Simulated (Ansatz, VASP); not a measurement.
## Pt: VASP beside Ansatz

```xyz
1
Lattice="0.0000 1.8992 2.0166 1.8992 0.0000 2.0166 1.8992 1.8992 0.0000" Properties=species:S:1:pos:R:3 pbc="T T T"
Pt    0.0000    0.0000    0.0000
```

Change from the starting cell: strain -0.030 along x and y, +0.030 along z, atoms carried along.

Alike in both runs: task single point; functional PBEsol; k mesh 20 × 20 × 20; occupations gaussian, width 0.15 eV; no spin polarisation.

|  | VASP | Ansatz |
| --- | --- | --- |
| version | VASP 6.6.1 | Ansatz 0.2.0 |
| potentials or method | VASP PAW PBE potentials, release 64 (Pt) | scalar-relativistic, plane waves, PAW |
| plane-wave cutoff (eV) | 520 | 420 |
| valence electrons in the cell | 10 | 18 |

Ansatz gave:

| Item | Value |
| --- | --- |
| gap on the k mesh at the Fermi level (eV) | none |
| pressure (GPa) | 11.0 |
| largest component of the traceless stress (GPa) | 5.80 |

Problem. What did VASP give for the same quantities?

Solution. gap on the k mesh at the Fermi level (eV): none; pressure (GPa): 10.6; largest component of the traceless stress (GPa): 5.78.

A gap of «none» marks a metal or a gap that the smearing closes. With one functional, cell and mesh, what is left measures potentials, basis and numerics. The two sets of potentials don't hold the same shells in valence.

Caveats: the PAW data sets were made with another functional, which shifts forces and pressure a little (VASP). Spin-orbit coupling is left out, which matters for the levels of Pt.
